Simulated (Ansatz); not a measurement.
# PbF2: how the settings move a single-point run

Question: which choices in the input matter for PbF2?

Method: reference: DFT, PBEsol, plane waves, PAW, in Ansatz 0.2.0.

4 further runs of the same task are left out: 4 that didn't finish.

## Step 1: Starting point

Symmetry: Fm-3m, No. 225, cubic system. The conventional cell has a = 5.921 Å, b = 5.921 Å, c = 5.921 Å, α = 90.00°, β = 90.00°, γ = 90.00°. Pb (site symmetry m-3m) has 8 F at 2.56 Å as nearest neighbours. F (site symmetry -43m) is surrounded by 4 Pb at 2.56 Å.

Structure file:

```xyz
3
Lattice="0.0000 2.9604 2.9604 2.9604 0.0000 2.9604 2.9604 2.9604 0.0000" Properties=species:S:1:pos:R:3 pbc="T T T"
Pb    0.0000    0.0000    0.0000
F     1.4802    1.4802    1.4802
F     4.4407    4.4407    4.4407
```

## Step 2: Reference

Contents of input.yaml:

```yaml
crystal:
  lattice:
    - [0.0, 2.9604390429, 2.9604390429]
    - [2.9604390429, 0.0, 2.9604390429]
    - [2.9604390429, 2.9604390429, 0.0]
  atoms:
    - { symbol: Pb, position: [0.0, 0.0, 0.0] }
    - { symbol: F, position: [0.25, 0.25, 0.25] }
    - { symbol: F, position: [0.75, 0.75, 0.75] }
kpoints:
  mp_grid: { grid: [6, 6, 6] }
hamiltonian:
  xc: pbesol
scf:
  occupations: { method: fixed }
  n_extra_bands: 4
output:
  forces: true
  stress: true
  eigenvalues: true
```

The run is started by

```
$ ansatz run input.yaml --threads 4 --pin off --max-ram 3686MiB --backend cpu --events-out ev --progress --plain --runs-dir out
```

## Step 3: Changed: n_extra_bands 1

input.yaml: that of step 2 with these lines changed.

```diff
@@ -15,3 +15,3 @@
   occupations: { method: fixed }
-  n_extra_bands: 4
+  n_extra_bands: 1
 output:
```

## Step 4: Variant: preconditioner resta

input.yaml: that of step 2 with these lines changed.

```diff
@@ -16,2 +16,3 @@
   n_extra_bands: 4
+  mixing: { preconditioner: resta }
 output:
```

## Step 5: Changed: xc_grid 3

input.yaml: that of step 2 with these lines changed.

```diff
@@ -20 +20,3 @@
   eigenvalues: true
+basis:
+  xc_grid: 3
```

## Step 6: Variant: xc mr2scan

input.yaml: that of step 2 with these lines changed.

```diff
@@ -12,3 +12,3 @@
 hamiltonian:
-  xc: pbesol
+  xc: mr2scan
 scf:
```

**Question.** What will these runs give? Wanted: for each run, ending; energy change; pressure; gap; force.

**Answer**, as computed:

| run | ending | energy change | pressure (GPa) | gap (eV) | force (eV/Å) | cycles | time |
| --- | --- | --- | --- | --- | --- | --- | --- |
| reference | converged | 0 | -0.8 | 4.33 | 0.00 | 6 | 1.2 s |
| 1: n_extra_bands 1 | converged | 0.0 meV/atom | -0.8 | 4.33 | 0.00 | 6 | 1.1 s |
| 2: preconditioner resta | converged | 0.0 meV/atom | -0.8 | 4.33 | 0.00 | 6 | 1.2 s |
| 3: xc_grid 3 | converged | 0.0 meV/atom | -0.8 | 4.33 | 0.00 | 6 | 1.2 s |
| 4: xc mr2scan | converged | not comparable | 0.0 | 4.96 | 0.00 | 7 | 2.4 s |

Residual by cycle in the longest SCF loop of each run; runs are numbered as in the table. The quantity is the density residual dr2, in eV.

| cycle | reference | run 1 | run 2 | run 3 | run 4 |
| --- | --- | --- | --- | --- | --- |
| 1 | 0.0755 | 0.0759 | 0.0755 | 0.0755 | 0.041 |
| 2 | 0.0314 | 0.032 | 0.00371 | 0.0314 | 0.00525 |
| 3 | 1.0e-4 | 1.0e-4 | 2.5e-4 | 1.0e-4 | 8.7e-4 |
| 4 | 5.5e-6 | 1.6e-5 | 9.5e-6 | 5.5e-6 | 6.0e-5 |
| 5 | 1.3e-6 | 1.5e-6 | 3.2e-7 | 1.3e-6 | 1.6e-6 |
| 6 | 3.6e-8 | 7.2e-8 | 6.0e-8 | 3.5e-8 | 1.8e-7 |
| 7 | - | - | - | - | 4.3e-9 |

Of the converged runs whose energies compare with the reference's, none moves it noticeably. The pressure spans -0.8 to 0.0 GPa over the reference and the converged variants. The gap spans 4.33 to 4.96 eV over the reference and the converged variants. Of the variants the dearest is «xc mr2scan» (2.4 s), the cheapest «n_extra_bands 1» (1.1 s), on a shared host. The gap of the reference lacks spin-orbit coupling, though the cell holds Pb.
